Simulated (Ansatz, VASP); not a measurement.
This is a calculation of PbS for Ansatz 0.2.0.

The input input.yaml:

```yaml
crystal:
  lattice:
    - [4.0896976867, 0.0, 0.0]
    - [-2.0448488433, 3.5417820905, 0.0]
    - [0.0, 0.0, 3.788167]
  atoms:
    - { symbol: Pb, position: [0.0, 0.0, 0.0] }
    - { symbol: S, position: [0.6666666667, 0.3333333333, 0.5] }
kpoints:
  mp_grid: { grid: [4, 4, 4] }
scf:
  occupations: { method: fermi_dirac, width: 0.05 }
hamiltonian:
  xc: pbe
  pseudopotentials: { kind: all_electron, datasets: crystal }
output:
  forces: true
  stress: true
  eigenvalues: true
```

Potentials or basis: all-electron PAW datasets made for the crystal.

Run with:

```console
$ ansatz run input.yaml --threads 1 --pin off --max-ram 3072MiB --backend cpu --events-out ev --progress --plain --runs-dir out
```

Q: Translate it to VASP 6.6.1. Potentials there: VASP PAW PBE potentials, release 64 (Pb_d, S).

A: As run (the cutoff follows the program's own potentials):

The input INCAR:

```
PREC     = Accurate       # precision mode
ENCUT    = 520            # plane-wave cutoff, eV
EDIFF    = 1E-6           # SCF threshold, eV
ISMEAR   = -1             # smearing method
SIGMA    = 0.05           # smearing width, eV
LREAL    = False          # projectors in reciprocal space
LASPH    = True           # aspherical terms in the spheres
NELM     = 60             # most SCF steps
ALGO     = Normal         # electronic algorithm
ISIF     = 2              # what is computed and relaxed
LWAVE    = False          # write WAVECAR
LCHARG   = True           # write CHGCAR
GGA      = PE             # functional
LELF     = True           # ELF
LVHAR    = True         
NBANDS   = 17             # bands
```

The input KPOINTS:

```
regular mesh
0
Gamma
  4 4 4
```

The input POSCAR:

```
PbS
1.0
    4.0896976867      0.0000000000      0.0000000000
   -2.0448488433      3.5417820905      0.0000000000
    0.0000000000      0.0000000000      3.7881670000
Pb S
1 1
Direct
    0.0000000000      0.0000000000      0.0000000000
    0.6666666667      0.3333333333      0.5000000000
```

Potentials or basis: VASP PAW PBE potentials, release 64 (Pb_d, S).

Launch:

```bash
$ cat potpaw_PBE.64/Pb_d/POTCAR potpaw_PBE.64/S/POTCAR > POTCAR
$ mpirun -np 1 vasp_std > vasp.out
```

Both were run:

|  | VASP | Ansatz | Ansatz less VASP |
| --- | --- | --- | --- |
| gap on the k mesh at the Fermi level (eV) | 0.26 | 0.26 | -0.005 |
| least direct gap on the mesh (eV) | 0.88 | 0.87 | -0.008 |
| pressure (GPa) | 0.0 | 0.0 | +0.07 |
| largest component of the traceless stress (GPa) | 0.52 | 0.54 | +0.019 |

Ansatz ran all-electron here, so the differences hold the error of VASP's frozen core and of both bases.

Caveats: the k mesh is coarse (spacing up to 0.44 Å⁻¹), so the values aren't converged; spin-orbit coupling is left out, which as a rule narrows the gap of such compounds by several tenths of an eV.
